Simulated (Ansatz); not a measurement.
# Al (Fm-3m) in Ansatz: settings compared

One crystal, Al, is run at these levels: PBEsol, RPBE, revPBE; tasks: band structure.

All numbers are computed with Ansatz 0.2.0; they aren't measurements. Logs are shortened: lines on timing, memory, paths and dates and some standing lists are left out, and cuts for length are marked.

## 1. The crystal as given

It takes space group Fm-3m (No. 225, cubic). The conventional cell has a = 4.050 Å, b = 4.050 Å, c = 4.050 Å, α = 90.00°, β = 90.00°, γ = 90.00°. Al (site symmetry m-3m) is surrounded by 12 Al at 2.86 Å.

## 2. Band structure, PBEsol

input.yaml reads:

```yaml
crystal:
  lattice:
    - [0.0, 2.024805, 2.024805]
    - [2.024805, 0.0, 2.024805]
    - [2.024805, 2.024805, 0.0]
  atoms:
    - { symbol: Al, position: [0.0, 0.0, 0.0] }
hamiltonian:
  xc: pbesol
  pseudopotentials: { kind: paw }
kpoints:
  mp_grid: { grid: [11, 11, 11] }
  band_path:
    path:
      - [[0.0, 0.0, 0.0], [0.5, 0.0, 0.5], [0.5, 0.25, 0.75], [0.375, 0.375, 0.75], [0.0, 0.0, 0.0], [0.5, 0.5, 0.5], [0.625, 0.25, 0.625], [0.5, 0.25, 0.75], [0.5, 0.5, 0.5], [0.375, 0.375, 0.75]]
      - [[0.625, 0.25, 0.625], [0.5, 0.0, 0.5]]
    npoints: 14
scf:
  occupations: { method: fermi_dirac, width: 0.05 }
  n_extra_bands: 6
output:
  forces: true
  stress: true
  eigenvalues: true
  fatbands: false
```

Potentials or basis: Ansatz PAW.

Launch:

```bash
$ ansatz run input.yaml --threads 2 --pin off --max-ram 5632MiB --backend cpu --events-out ev --progress --plain --runs-dir out
```

The program printed:

```text
Warning: RAYON_NUM_THREADS=2 ignored (pool sized by the plan → 2); use --threads N
scf.n_extra_bands = 6 over 2 filled bands (N_el = 3.0): the run solves 8 bands
Engine: ansatz 0.2.0, x86_64-unknown-linux-gnu
Pseudopotentials: kind: paw
Pseudopotential: Al, paw, valence charge 3, recommended cutoff 420 eV (normal), Al.paw.azcp
Functional definition: PBEsol
  exchange = pbesol_x
  correlation = pbesol_c
Crystal: 1 atoms, lattice volume = 16.603 Å³
Basis set: ecut = 420 eV, 331 PW (Γ), exchange–correlation on 40×40×40 points (8 copies of the dense FFT grid, shifted against one another)
Bands: 8, of which v1, the nominal top of the filled ones, is band 2 counted from 1 (1 counted from 0)
Symmetry: 48 space group operations
Space group: Fm-3m (ITA 225), of the structure as read, at distance tolerance 2.6e-5 Å
k-points: 56 of 1331
Non-local potential: Al, projectors of the file, l = 0: 2, l = 1: 2, l = 2: 1
PAW form: soft (Blöchl's): semilocal exchange-correlation on the pseudo side does not see the compensation charge
PAW frozen core: Al, regenerated for the run's functional, and the local potential with it (the file was generated under x = pbe(κ = 0.804, μ = 0.2195149727645171), c = pbe(β = 0.06672455060314922))
PAW one-centre angular grid: Al, 110 points (default); XC on 64 Gauss nodes
Initial density: superposition of atomic densities (neutral atoms: chi_scale 0, normalization atom), corrected by the library's trained network
Initial wavefunctions: pseudopotential atomic-orbital guess
Functional: x = pbesol(κ = 0.804, μ = 0.12345679012345678), c = pbesol(β = 0.046)
SCF iter   1: F=—  HF=-524.555515 eV  |F-HF|=—  |Δ(HF+E_count)|=         —  Δρ=7.39e-4  dr2=4.56e-5  ethr=1.77e-3  ⟨swp⟩=4.7  Hψ=3431  notcnv=0  defer=1
preconditioner: auto → none  [metal: Δε(μ)=0.033 eV  Ē_g=16.367 eV  σ=0.050 eV  W_gap=0.16  n_scr=0 (ndim 8)  ℏωp=15.8 eV  f_vac=0.000  D(μ)=0.54/eV (n_scr^D=0)]
SCF iter   2: F=—  HF=-524.555536 eV  |F-HF|=—  |Δ(HF+E_count)|=   2.07e-5  Δρ=3.72e-4  dr2=1.14e-5  ethr=1.52e-6  ⟨swp⟩=1.9  Hψ=948  notcnv=0  defer=8
iter 3 did not close the SCF: its close was put off for the readings that it lacked (scf_convergence_deferred on its scf_iter line)
SCF iter   3: F=-524.555540 eV  HF=-524.555540 eV  |F-HF|=3.07e-8  |Δ(HF+E_count)|=   3.85e-6  Δρ=1.96e-5  dr2=7.41e-8  ethr=3.80e-7  ⟨swp⟩=1.0  Hψ=355  notcnv=0  defer=8
iter 4 did not close the SCF: its close was put off for the readings that it lacked (scf_convergence_deferred on its scf_iter line)
SCF iter   4: F=-524.555540 eV  HF=-524.555540 eV  |F-HF|=4.22e-9  |Δ(HF+E_count)|=   2.39e-8  Δρ=7.79e-6  dr2=1.12e-8  ethr=2.47e-9  ⟨swp⟩=1.1  Hψ=363  notcnv=0  defer=8
iter 5 did not close the SCF: its close was put off for the readings that it lacked (scf_convergence_deferred on its scf_iter line)
SCF iter   5: F=-524.555540 eV  HF=-524.555540 eV  |F-HF|=1.68e-11  |Δ(HF+E_count)|=   3.86e-9  Δρ=4.85e-7  dr2=4.01e-11  ethr=3.73e-10  ⟨swp⟩=1.0  Hψ=357  notcnv=0  defer=8
SCF iter   6: F=-524.555540 eV  HF=-524.555540 eV  |F-HF|=2.73e-12  |Δ(HF+E_count)|=  1.39e-11  Δρ=1.86e-7  dr2=6.63e-12  ethr=1.34e-12  ⟨swp⟩=3.4  Hψ=1849  notcnv=0
SCF 1 converged in 6 iterations: F = -524.555540 eV  dr2 = 6.63e-12
NSCF: frozen V_eff on 142 k-points
SCF converged after 6 iterations
Free energy (F): -524.555540 eV
Harris-Foulkes:  -524.555540 eV  (|F-HF|=2.73e-12)
Internal energy: -524.551542 eV  (E = F + TS)
E sigma→0 (E₀):  -524.553541 eV
Entropy (-TS):   -0.003997 eV (-3.997 meV/atom)
Fermi energy:    7.828018 eV
--- Per-component energies (eV) ---
  E_band       = 10.245903
  E_kinetic    = 22.712201
  E_local      = 9.662686  (includes V_loc(G=0)·N_el)
  E_nonlocal   = 10.361302
  E_hartree    = 0.101074
  E_xc         = -39.352348
  E_vxc        = -29.092589  (∫ρ·V_xc dr)
  E_paw        = -454.692543  (= ΣΔE_a)
  E_vpaw       = -3.599844  (= ΣTr[D̂ρ^β])
  E_aug_tail   = -0.000003  (compensation charges beyond the density's cutoff)
  E_ewald      = -73.363052
  E_core_change = 0.019139  (= ΣΔE_core)
  E_smearing   = -0.003997  (= −TS)
  E_closure    = 0.000000  (closes the sum)
  Σ components = -524.555540   (vs F -524.555540, Δ=0.00e0)
--- Forces (eV/Å), atoms counted from 1 ---
  atom   1  Al     0.00000000     0.00000000     0.00000000
  max |Σ_I F_I| component: 6.57e-32 eV/Å
--- Stress (GPa, compression-positive) ---
       -1.925415      -0.000000       0.000000
        0.000000      -1.925415      -0.000000
        0.000000       0.000000      -1.925415
  P = ⅓ Tr σ = -1.9254 GPa (-19.254 kbar)
--- Band table (eV; the first three rows and the last of 56) ---
  k-point 0: bands = ["-3.2595", "20.2992", "20.2992", "20.2992", "21.8142", "21.8142", "21.8142", "24.3027"]
  k-point 1: bands = ["-3.0361", "17.4384", "19.6810", "19.6810", "22.4934", "22.7646", "22.7646", "25.8719"]
  k-point 2: bands = ["-2.3678", "13.8197", "18.9647", "18.9647", "22.2707", "23.5480", "23.5480", "25.0448"]
  k-point 55: bands = ["6.4359", "6.6947", "8.0830", "9.9633", "21.6317", "24.4406", "24.6701", "26.5124"]
```

Wall time 0.78 s (2 threads of Intel Xeon Platinum 8259CL at 2.50GHz (Skylake/Cascade Lake), shared host); peak memory 0.3 GiB.

Results:

```yaml
Free_energy: -524.5555 eV
Pressure: -1.9 GPa
Band_gap_on_the_k_mesh: none (metal or under the smearing width)
```

Levels at the corners of the path, in eV from the Fermi level:
```csv
point,band 1,band 2,band 3,band 4,band 5,band 6
Γ,-11.09,12.47,12.47,12.47,13.99,13.99
X,-2.91,-1.62,5.22,5.55,5.55,8.97
W,-0.84,-0.84,0.16,1.06,15.67,15.67
K,-1.88,-1.36,-0.42,6.51,8.13,15.53
Γ,-11.09,12.47,12.47,12.47,13.99,13.99
L,-4.57,-4.38,11.31,11.31,11.33,11.33
U,-1.88,-1.36,-0.42,6.51,8.13,15.53
W,-0.84,-0.84,0.16,1.06,15.67,15.67
L,-4.57,-4.38,11.31,11.31,11.33,11.33
K,-1.88,-1.36,-0.42,6.51,8.13,15.53
U,-1.88,-1.36,-0.42,6.51,8.13,15.53
X,-2.91,-1.62,5.22,5.55,5.55,8.97
```

Caveat: the PAW data sets come from PBE, with cores solved anew for the run's functional, which leaves a small shift of forces and pressure.

## 3. Band structure, RPBE

input.yaml: that of step 2 with these lines changed.

```diff
@@ -8,3 +8,3 @@
 hamiltonian:
-  xc: pbesol
+  xc: rpbe
   pseudopotentials: { kind: paw }
```

Potentials or basis: Ansatz PAW.

Launch:

```bash
$ ansatz run input.yaml --threads 2 --pin off --max-ram 5632MiB --backend cpu --events-out ev --progress --plain --runs-dir out
```

It took 0.71 s on 2 threads of Intel Xeon Platinum 8259CL at 2.50GHz (Skylake/Cascade Lake), shared host; peak memory 0.31 GiB.

It converged, with:

| Quantity | Value |
| --- | --- |
| Free energy | -540.4518 eV |
| Pressure | 1.0 GPa |
| Band gap on the k mesh | none (metal or under the smearing width) |

Levels at the corners of the path, in eV from the Fermi level:
```csv
point,band 1,band 2,band 3,band 4,band 5,band 6,band 7
Γ,-11.10,12.50,12.50,12.50,14.14,14.14,14.14
X,-2.93,-1.59,5.19,5.59,5.59,9.07,25.08
W,-0.86,-0.86,0.14,1.15,15.72,15.72,16.35
K,-1.90,-1.38,-0.38,6.55,8.16,15.63,21.64
Γ,-11.10,12.50,12.50,12.50,14.14,14.14,14.14
L,-4.60,-4.36,11.36,11.36,11.43,11.43,15.03
U,-1.90,-1.38,-0.38,6.55,8.16,15.63,21.64
W,-0.86,-0.86,0.14,1.15,15.72,15.72,16.35
L,-4.60,-4.36,11.36,11.36,11.43,11.43,15.03
K,-1.90,-1.38,-0.38,6.55,8.16,15.63,21.64
U,-1.90,-1.38,-0.38,6.55,8.16,15.63,21.64
X,-2.93,-1.59,5.19,5.59,5.59,9.07,25.08
```

Caveat: the PAW data sets come from PBE, with cores solved anew for the run's functional, which leaves a small shift of forces and pressure.

## 4. Band structure, revPBE

input.yaml: that of step 3 with these lines changed.

```diff
@@ -8,3 +8,3 @@
 hamiltonian:
-  xc: rpbe
+  xc: revpbe
   pseudopotentials: { kind: paw }
```

Launch:

```bash
$ ansatz run input.yaml --threads 2 --pin off --max-ram 5632MiB --backend cpu --events-out ev --progress --plain --runs-dir out
```

Run time: 0.71 s. Hardware: 2 threads of Intel Xeon Platinum 8259CL at 2.50GHz (Skylake/Cascade Lake), shared host; peak memory 0.31 GiB.

The run converged. Its results:

* Free energy: -539.6314 eV
* Pressure: 0.7 GPa
* Band gap on the k mesh: none (metal or under the smearing width)

Levels at the corners of the path, in eV from the Fermi level:
```tsv
point	band 1	band 2	band 3	band 4	band 5
Γ	-11.10	12.50	12.50	12.50	14.11
X	-2.93	-1.60	5.19	5.58	5.58
W	-0.86	-0.86	0.15	1.13	15.71
K	-1.89	-1.37	-0.39	6.54	8.16
Γ	-11.10	12.50	12.50	12.50	14.11
L	-4.59	-4.36	11.35	11.35	11.41
U	-1.89	-1.37	-0.39	6.54	8.16
W	-0.86	-0.86	0.15	1.13	15.71
L	-4.59	-4.36	11.35	11.35	11.41
K	-1.89	-1.37	-0.39	6.54	8.16
U	-1.89	-1.37	-0.39	6.54	8.16
X	-2.93	-1.60	5.19	5.58	5.58
```

Caveat: the PAW data sets come from PBE, with cores solved anew for the run's functional, which leaves a small shift of forces and pressure.

## 5. Overview

```csv
level,gap on the mesh (eV),pressure (GPa)
PBEsol,none,-1.9
RPBE,none,1.0
revPBE,none,0.7
```

Alike in all rows: task band structure; potentials or basis Ansatz PAW; no spin polarisation; cell as given; k mesh 11 × 11 × 11; cutoff (eV) 420; smearing fermi-dirac 0.05 eV.

Every run on the cell as given and a fine mesh finds a metal. The pressure there spans -1.9 GPa (PBEsol) to 1.0 GPa (RPBE); a positive pressure means that this level wants a larger cell, a negative one a smaller.

Caveats: the PAW data sets come from PBE, with cores solved anew for the run's functional, which leaves a small shift of forces and pressure.

Total energies depend on the potentials used, so only differences within one code and one set of settings carry meaning.
